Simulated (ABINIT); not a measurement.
**SiO2 in ABINIT: convergence with cutoff**

The system is SiO2.

```
Si O
1.0
    -2.47729    2.47729    3.65567
     2.47729   -2.47729    3.65567
     2.47729    2.47729   -3.65567
Si O
2 4
Direct
  0.75000 0.25000 0.50000
  0.00000 0.00000 0.00000
  0.87500 0.02821 0.65321
  0.77821 0.12500 0.15321
  0.97179 0.62500 0.84679
  0.37500 0.22179 0.34679
```

The cell comes from a database or a generator and needn't be the stable form of this composition.

```yaml
Program: ABINIT 10.8.3 (patched build)
Task: single point
Functional: PBEsol
Potentials_or_basis: JTH PAW PBE v2.0
Cutoff: 245 eV
k_mesh: 8 × 8 × 8
Occupations: cold (ABINIT), width 0.1 eV
Spin: no spin polarisation
```

These are the settings of the first run; the series varies cutoff, with any setting tied to it.

Hardware: 4 MPI ranks on Arm Neoverse V2, with other jobs on the host.

Problem. The values tried are 9 Ha, 11.5 Ha, 14 Ha, 16 Ha, 19.5 Ha, 23 Ha, 26.5 Ha, 31 Ha, 37 Ha, loosest first. From which on does the largest force stay within 0.005 eV/Å of the tightest run that finished?

Solution. From 26.5 Ha on.

```tsv
cutoff	energy less the tightest run (meV/atom)	largest force (eV/Å)	gap on the mesh (eV)	SCF cycles	CPU time (s)
9 Ha	4243.81	0.680	5.357	12	66
11.5 Ha	1190.11	0.004	5.714	14	91
14 Ha	296.03	0.061	5.833	18	150
16 Ha	86.88	0.035	5.872	15	140
19.5 Ha	22.78	0.027	5.883	17	190
23 Ha	20.57	0.027	5.883	18	270
26.5 Ha	14.25	0.024	5.884	19	330
31 Ha	4.64	0.022	5.886	15	310
37 Ha	0.00	0.022	5.887	15	410
```

Against the tightest run, the gap on the mesh stays within 0.01 eV from 19.5 Ha on. Not settled before the last step: the energy (to 1 meV/atom). The tightest run that finished is the yardstick and may itself not be fully converged.

Caveat, for the tightest run too: the PAW data sets were made with another functional, which shifts forces and pressure a little; the atomic spheres overlap.
